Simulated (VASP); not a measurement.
# Cu3Au (Auricupride) (Pm-3m) in VASP: settings compared

The runs below take Cu3Au (Auricupride) through relaxation of cell and atoms, with PBE, PBEsol.

Everything below comes from runs of VASP 6.6.1. Logs are shortened: lines on timing, memory, paths and dates and some standing lists are left out, and cuts for length are marked.

**1. Starting point**

The structure is cubic, space group Pm-3m (No. 221). Conventional cell: a = 3.761 Å, b = 3.761 Å, c = 3.761 Å, α = 90.00°, β = 90.00°, γ = 90.00°. Around Cu (site symmetry 4/mmm) lie 8 Cu at 2.66 Å and 4 Au at 2.66 Å. Au (site symmetry m-3m) is surrounded by 12 Cu at 2.66 Å.

**2. Relaxation of cell and atoms, PBE**

INCAR

```
  PREC = Accurate
  ENCUT = 300
  EDIFF = 1E-7
  ISMEAR = 1
  SIGMA = 0.1
  LREAL = False
  LASPH = True
  NELM = 80
  ALGO = Normal
  ISIF = 3
  LWAVE = False
  LCHARG = False
  GGA = PE
  IBRION = 2
  NSW = 90
  EDIFFG = -0.005
```

KPOINTS

```
Automatic mesh
0
Gamma
  5 5 5
```

POSCAR

```
Cu3Au                                   
1.0
    3.7613157456      0.0000000000      0.0000000000
    0.0000000000      3.7613157456      0.0000000000
    0.0000000000     -0.0000000000      3.7613157456
  Cu              Au            
     3     1
Direct
     0.0000000000000000    0.5000000000000000    0.5000000000000000
     0.5000000000000000    0.0000000000000000    0.5000000000000000
     0.5000000000000000    0.5000000000000000    0.0000000000000000
     0.0000000000000000    0.0000000000000000    0.0000000000000000
```

Potentials or basis: VASP PAW PBE potentials, release 64 (Cu, Au).

Started as:

```bash
> cat potpaw_PBE.64/Cu/POTCAR potpaw_PBE.64/Au/POTCAR > POTCAR
> mpirun -np 1 vasp_std > vasp.out
```

OUTCAR:

```text
PREC = Accurate
   ENCUT = 300
   EDIFF = 1E-7
   ISMEAR = 1
   LREAL = False
   LASPH = True
   NELM = 80
   ISIF = 3
   GGA = PE
   IBRION = 2
   NSW = 90
   EDIFFG = -0.005

 ion  position               nearest neighbor table
   1  0.000  0.500  0.500-   2 2.66   3 2.66   4 2.66   3 2.66   4 2.66   2 2.66   4 2.66   4 2.66
                             2 2.66   3 2.66   3 2.66   2 2.66
   2  0.500  0.000  0.500-   1 2.66   3 2.66   4 2.66   3 2.66   4 2.66   1 2.66   3 2.66   3 2.66
                             1 2.66   4 2.66   4 2.66   1 2.66
   3  0.500  0.500  0.000-   1 2.66   2 2.66   4 2.66   1 2.66   2 2.66   2 2.66   4 2.66   2 2.66
                             1 2.66   4 2.66   1 2.66   4 2.66
   4  0.000  0.000  0.000-   1 2.66   2 2.66   3 2.66   1 2.66   2 2.66   1 2.66   3 2.66   1 2.66
                             2 2.66   3 2.66   2 2.66   3 2.66

  LATTYP: Found a simple cubic cell.
 ALAT       =     3.7613157456

  Lattice vectors:

 A1 = (   3.7613157456,   0.0000000000,   0.0000000000)
 A2 = (   0.0000000000,   3.7613157456,   0.0000000000)
 A3 = (   0.0000000000,   0.0000000000,   3.7613157456)

Analysis of symmetry for initial positions (statically):
=====================================================================
 Subroutine PRICEL returns:
 Original cell was already a primitive cell.

 Routine SETGRP: Setting up the symmetry group for a
 simple cubic supercell.

 Subroutine GETGRP returns: Found 48 space group operations
 (whereof 48 operations were pure point group operations)
 out of a pool of 48 trial point group operations.

The static configuration has the point symmetry O_h .

Analysis of symmetry for dynamics (positions and initial velocities):
=====================================================================
 Subroutine PRICEL returns:
 Original cell was already a primitive cell.

 Routine SETGRP: Setting up the symmetry group for a
 simple cubic supercell.

 Subroutine GETGRP returns: Found 48 space group operations
 (whereof 48 operations were pure point group operations)
 out of a pool of 48 trial point group operations.

The dynamic configuration has the point symmetry O_h .

 Subroutine INISYM returns: Found 48 space group operations
 (whereof 48 operations are pure point group operations),
 and found     1 'primitive' translations

----------------------------------------------------------------------------------------

                                     Primitive cell

  volume of cell :      53.2132

  direct lattice vectors                    reciprocal lattice vectors
     3.761315746  0.000000000  0.000000000     0.265864412  0.000000000  0.000000000
     0.000000000  3.761315746  0.000000000     0.000000000  0.265864412  0.000000000
     0.000000000  0.000000000  3.761315746     0.000000000  0.000000000  0.265864412

  length of vectors
     3.761315746  3.761315746  3.761315746     0.265864412  0.265864412  0.265864412

  position of ions in fractional coordinates (direct lattice)
     0.000000000  0.500000000  0.500000000
     0.500000000  0.000000000  0.500000000
     0.500000000  0.500000000  0.000000000
     0.000000000  0.000000000  0.000000000

  ion indices of the primitive-cell ions
   primitive index   ion index
                 1           1
                 2           2
                 3           3
                 4           4

----------------------------------------------------------------------------------------

 KPOINTS: Automatic mesh

Automatic generation of k-mesh.
 Grid dimensions read from file:
 generate k-points for:    5    5    5

 Generating k-lattice:

  Cartesian coordinates                     Fractional coordinates (reciprocal lattice)
     0.053172882  0.000000000  0.000000000     0.200000000  0.000000000  0.000000000
     0.000000000  0.053172882  0.000000000     0.000000000  0.200000000  0.000000000
     0.000000000  0.000000000  0.053172882     0.000000000  0.000000000  0.200000000

  Length of vectors
     0.053172882  0.053172882  0.053172882

  Shift w.r.t. Gamma in fractional coordinates (k-lattice)
     0.000000000  0.000000000  0.000000000

 Subroutine IBZKPT returns following result:
 ===========================================

 Found     10 irreducible k-points:

 Following reciprocal coordinates:
            Coordinates               Weight
  0.000000  0.000000  0.000000      1.000000
  0.200000  0.000000  0.000000      6.000000
  0.400000  0.000000  0.000000      6.000000
  0.200000  0.200000  0.000000     12.000000
  0.400000  0.200000  0.000000     24.000000
  0.400000  0.400000  0.000000     12.000000
  0.200000  0.200000  0.200000      8.000000
  0.400000  0.200000  0.200000     24.000000
  0.400000  0.400000  0.200000     24.000000
  0.400000  0.400000  0.400000      8.000000
   k-points           NKPTS =     10   k-points in BZ     NKDIM =     10   number of bands    NBANDS=     26
   number of dos      NEDOS =    301   number of ions     NIONS =      4
   total plane-waves  NPLWV =  13824
   dimension x,y,z NGX =    24 NGY =   24 NGZ =   24
   dimension x,y,z NGXF=    48 NGYF=   48 NGZF=   48
   ions per type =               3   1
   NGX,Y,Z   is equivalent  to a cutoff of  10.61, 10.61, 10.61 a.u.
   NGXF,Y,Z  is equivalent  to a cutoff of  21.22, 21.22, 21.22 a.u.
 SYSTEM =  unknown system
   PREC   = accura    normal or accurate (medium, high low for compatibility)
   ISTART =      0    job   : 0-new  1-cont  2-samecut
   ICHARG =      2    charge: 1-file 2-atom 10-const
   ISPIN  =      1    spin polarized calculation?
   LNONCOLLINEAR =      F non collinear calculations
   LSORBIT =      F    spin-orbit coupling
   LASPH  =      T    aspherical Exc in radial PAW
   ENCUT  =  300.0 eV  22.05 Ry    4.70 a.u.   5.31  5.31  5.31*2*pi/ulx,y,z
   NELM   =     80;   NELMIN=  2; NELMDL= -5     # of ELM steps
   EDIFF  = 0.1E-06   stopping-criterion for ELM
   LREAL  =      F    real-space projection
   EDIFFG = -.5E-02   stopping-criterion for IOM
   NSW    =     90    number of steps for IOM
   IBRION =      2    ionic relax: 0-MD 1-quasi-New 2-CG
   NFREE  =      1    steps in history (QN), initial steepest desc. (CG)
   ISIF   =      3    stress and relaxation
   ISYM   =      2    0-nonsym 1-usesym 2-fastsym
   POTIM  = 0.5000    time-step for ionic-motion
   TEBEG  =    0.0;   TEEND  =   0.0 temperature during run
   PSTRESS=    0.0 pullay stress
   NELECT =      44.0000    total number of electrons
   NUPDOWN=      -1.0000    fix difference up-down
   EMIN   =  10.00;   EMAX   =-10.00  energy-range for DOS
   EFERMI =   0.00;   METHOD = LEGACY
   ISMEAR =     1;   SIGMA  =   0.10  broadening in eV -4-tet -1-fermi 0-gaus
   EFERMI_NEDOS =   21; number of points for ismear=-14 and -15
   IALGO  =     38    algorithm
   IMIX   =      4    mixing-type and parameters
     AMIX     =   0.40;   BMIX     =  1.00
     AMIX_MAG =   1.60;   BMIX_MAG =  1.00
  volume/ion in A,a.u.               =      13.30        89.78
  Fermi-wavevector in a.u.,A,eV,Ry     =   1.536571  2.903698 32.124036  2.361050
  Thomas-Fermi vector in A             =   2.643201
   LORBIT       =      0    0 simple, 1 ext, 2 COOP (PROOUT), +10 PAW based schemes
   GGA     = PE    functional components
   LHFCALC =     F    Hartree Fock is set to
   AEXX    =    0.0000 exact exchange contribution
   IVDW    =     0    specifies the selected vdW correction
   LEPSILON=     F    determine dielectric tensor
   LRPA    =     F    only Hartree local field effects (RPA)
 conjugate gradient relaxation of ions
 non-spin polarized calculation
 Methfessel and Paxton  Order N= 1 SIGMA  =   0.10
  energy-cutoff  :      300.00
  volume of cell :       53.21
 maximum number of plane-waves:       639
 NGX is ok and might be reduce to    24
   NGX = 11   NGY = 11   NGZ = 11

--------------------------------------- Ionic step        1  -------------------------------------------

 number of electron      44.0000040 magnetization

 Free energy of the ion-electron system (eV)
  ---------------------------------------------------
  ext. energy  EPLUGINS =         0.00000000
  ---------------------------------------------------
  free energy    TOTEN  =       -14.46368851 eV

  energy without entropy =      -14.45231929  energy(sigma->0) =      -14.45989877

------------------------ aborting loop because EDIFF is reached ----------------------------------------

  FORCE on cell =-STRESS in cart. coord.  units (eV):
  Direction    XX          YY          ZZ          XY          YZ          ZX
  --------------------------------------------------------------------------------------
  -------------------------------------------------------------------------------------
  Total        0.1903138      0.1903138      0.1903138      0.0000000      0.0000000     -0.0000000
  in kB        5.7300894      5.7300894      5.7300894      0.0000000      0.0000000     -0.0000000
  external PRESSURE =       5.7300894 kB  Pullay stress =       0.0000000 kB
[... 61 lines left out ...]
  energy  without entropy=      -14.4518495877  energy(sigma->0) =      -14.45967897

--------------------------------------- Ionic step        3  -------------------------------------------

 number of electron      44.0000012 magnetization

 Free energy of the ion-electron system (eV)
  ---------------------------------------------------
  ext. energy  EPLUGINS =         0.00000000
  ---------------------------------------------------
  free energy    TOTEN  =       -14.46395648 eV

  energy without entropy =      -14.45239682  energy(sigma->0) =      -14.46010326

 E-fermi :   8.0172     XC(G=0): -12.6203

 val. band max:        8.0087942308   @ k =   0.4000   0.4000   0.0000
 cond. band min:       8.0372858548   @ k =   0.4000   0.4000   0.2000
 fundamental gap:      0.0284916239
 Fermi energy:         8.0171910470

 k-point     1 :       0.0000    0.0000    0.0000
  band No.  band energies     occupation
      1      -1.4403      2.00000
      2       1.7880      2.00000
      3       1.7880      2.00000
      4       2.5927      2.00000
      5       2.5927      2.00000
      6       2.5927      2.00000
[... 310 lines left out ...]
  FREE ENERGIE OF THE ION-ELECTRON SYSTEM (eV)
  ---------------------------------------------------
  free  energy   TOTEN  =       -14.4639564795 eV

  energy  without entropy=      -14.4523968200  energy(sigma->0) =      -14.46010326

 reached required accuracy - stopping structural energy minimisation
```

Wall time 14 s (1 thread of Intel Xeon 6975P-C (Granite Rapids), shared host); peak memory 0.13 GiB.

These settings aren't checked as converged: the numbers below hold their error.

Results:

| Property | Result |
| --- | --- |
| Free energy | -14.4640 eV |
| Relaxed volume | 13.34 Å³/atom |
| Relaxed cell | a = 3.765 Å, b = 3.765 Å, c = 3.765 Å, α = 90.00°, β = 90.00°, γ = 90.00° |
| Space group after relaxing (to 0.05 Å) | Pm-3m (No. 221) |
| Energy gained by relaxing | 0.1 meV/atom |
| Ionic steps | 3 |
| Band gap on the k mesh | none (metal or under the smearing width) |

Caveat: the cutoff is under 1.25 times the usual one of these potentials, so pressure, stress and relaxed cells hold a basis-set (Pulay) error.

**3. Relaxation of cell and atoms, PBEsol**

This run uses another cell than the first one, of 13.08 Å³/atom, 0.983 times its volume.

INCAR

```
SYSTEM = Cu3Au
  PREC = Accurate
  ENCUT = 600
  EDIFF = 1E-6
  ISMEAR = 1
  SIGMA = 0.1
  LREAL = .False.
  LASPH = .True.
  NELM = 80
  ALGO = Normal
  ISIF = 3
  LWAVE = .False.
  LCHARG = .False.
  GGA = PS
  IBRION = 2
  NSW = 90
  EDIFFG = -0.01
```

KPOINTS

```
Automatic mesh
0
Gamma
  10 10 10
  0 0 0
```

POSCAR

```
Cu3Au
1.0
    3.7400000000      0.0000000000      0.0000000000
    0.0000000000      3.7400000000      0.0000000000
    0.0000000000      0.0000000000      3.7400000000
Cu Au
3 1
Direct
    0.0000000000      0.5000000000      0.5000000000
    0.5000000000      0.0000000000      0.5000000000
    0.5000000000      0.5000000000      0.0000000000
    0.0000000000      0.0000000000      0.0000000000
```

Potentials or basis: VASP PAW PBE potentials, release 64 (Cu, Au).

Started as:

```bash
> cat potpaw_PBE.64/Cu/POTCAR potpaw_PBE.64/Au/POTCAR > POTCAR
> mpirun -np 1 vasp_std > vasp.out
```

Run time: 7 min. Hardware: 1 thread of AMD EPYC 7R43 (Zen 3), shared host; peak memory 0.2 GiB.

The run converged. Its results:

| Property | Result |
| --- | --- |
| Free energy | -17.0435 eV |
| Relaxed volume | 12.81 Å³/atom |
| Relaxed cell | a = 3.714 Å, b = 3.714 Å, c = 3.714 Å, α = 90.00°, β = 90.00°, γ = 90.00° |
| Space group after relaxing (to 0.05 Å) | Pm-3m (No. 221) |
| Energy gained by relaxing | 2.8 meV/atom |
| Ionic steps | 3 |
| Pressure after relaxing | 0.0 GPa |
| Band gap on the k mesh | none (metal or under the smearing width) |

The path:
```csv
step,energy change (eV),largest force (eV/Å),pressure (GPa),volume (Å³)
1,0.0000,0.0000,-3.16,52.31
2,-0.0030,0.0000,3.09,50.38
3,-0.0110,0.0000,0.02,51.24
```

Final structure:
```yaml
crystal:
  lattice:
    - [3.71426, 0.00000, 0.00000]
    - [0.00000, 3.71426, 0.00000]
    - [0.00000, 0.00000, 3.71426]
  atoms:
    - { symbol: Cu, position: [0.00000, 0.50000, 0.50000] }
    - { symbol: Cu, position: [0.50000, 0.00000, 0.50000] }
    - { symbol: Cu, position: [0.50000, 0.50000, 0.00000] }
    - { symbol: Au, position: [0.00000, 0.00000, 0.00000] }
```

Levels at points of the mesh, in eV from the Fermi level:
```csv
k point,band 18,band 19,band 20,band 21,band 22,band 23,band 24,band 25,band 26
"(0.00, 0.00, 0.00)",-1.52,-1.36,-1.36,-1.36,1.22,1.22,1.22,6.17,7.79
"(0.50, 0.00, 0.00)",-2.26,-1.99,-1.93,-1.52,-1.36,5.88,5.88,6.69,6.69
"(0.50, 0.50, 0.00)",-2.32,-2.26,-2.16,-0.49,-0.49,-0.37,0.41,8.70,9.65
"(0.50, 0.50, 0.50)",-1.58,-1.58,-1.58,-1.16,-1.14,-1.14,-1.14,2.59,4.32
```

Caveat: the PAW data sets were made with another functional, which shifts forces and pressure a little. Spin-orbit coupling is left out, which matters for the levels of Au.
